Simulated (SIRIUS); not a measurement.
**MgSe: equation of state with PBEsol**

Crystal: MgSe.

```
Se Mg
1.0
     0.00000    2.72550    2.72550
     2.72550    0.00000    2.72550
     2.72550    2.72550    0.00000
Se Mg
1 1
Direct
  0.50000 0.50000 0.50000
  0.00000 0.00000 0.00000
```

| Property | Result |
| --- | --- |
| Program | SIRIUS 7.12.0 |
| Task | equation of state |
| Functional | PBEsol |
| Potentials or basis | PseudoDojo 0.4.1 PBEsol standard (scalar relativistic) |
| Cutoff | 1177 eV |
| Density cutoff | 4707 eV |
| k mesh | 8 × 8 × 8 |
| Occupations | fermi-dirac, width 0.05 eV |
| Spin | no spin polarisation |

| Property | Result |
| --- | --- |
| Equilibrium volume | 20.25 Å³/atom |
| Bulk modulus | 65 GPa |
| Pressure derivative of the bulk modulus | 4.2 |

Energy against volume, from the lowest point:
| volume (Å³/atom) | energy (meV/atom) |
| --- | --- |
| 19.031 | 16.36 |
| 19.436 | 7.01 |
| 19.841 | 1.68 |
| 20.246 | 0.00 |
| 20.651 | 1.58 |
| 21.056 | 6.11 |
| 21.461 | 13.32 |

All runs of the series together: 11 min on 1 thread of AMD EPYC 7571, with other jobs on the host.
